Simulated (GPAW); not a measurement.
Crystal: Al2Cu.

```
Cu Al
1.0
    -2.03034    2.03034    2.85109
     2.03034   -2.03034    2.85109
     2.03034    2.03034   -2.85109
Cu Al
1 2
Direct
  0.50000 0.50000 0.00000
  0.25000 0.75000 0.50000
  0.75000 0.25000 0.50000
```

The cell comes from a database or a generator and needn't be the stable form of this composition.

```yaml
Program: GPAW 26.7.0
Task: relaxation of cell and atoms
Functional: PBEsol
Dispersion: D3(BJ)+ATM
Potentials_or_basis: PAW data sets generated in the run's folder for this functional
Cutoff: 600 eV
Basis: pw
k_mesh: 8 × 8 × 8
Occupations: fermi-dirac, width 0.05 eV
Spin: no spin polarisation
```

At the start: pressure -2.7 GPa; volume 15.67 Å³/atom.

Where does the relaxation end?

Over 6 steps the energy falls by 3.6 meV/atom and the volume is 15.29 Å³/atom (-2.4 %); space group Fm-3m (No. 225, to 0.05 Å).

Step by step:
```csv
step,energy change (eV),largest force (eV/Å),pressure (GPa),volume (Å³)
1,0.0000,0.0000,-2.72,47.01
2,-0.0029,0.0000,-2.34,46.83
3,-0.0107,0.0000,0.12,45.77
4,-0.0108,0.0000,0.04,45.80
5,-0.0108,0.0000,-0.06,45.84
6,-0.0109,0.0000,-0.12,45.86
```

Final structure:
```
Cu Al
1.0
    -2.01012    2.01012    2.83775
     2.01012   -2.01012    2.83775
     2.01012    2.01012   -2.83775
Cu Al
1 2
Direct
  0.50000 0.50000 0.00000
  0.25000 0.75000 0.50000
  0.75000 0.25000 0.50000
```

Caveat: with this Cu data set, volumes or pressures lay over 1.5 % or 2 GPa off other programs in two to four cells of ten; later steps reuse the first step's grids; pairwise dispersion overbinds metals, which lowers pressure and volume.
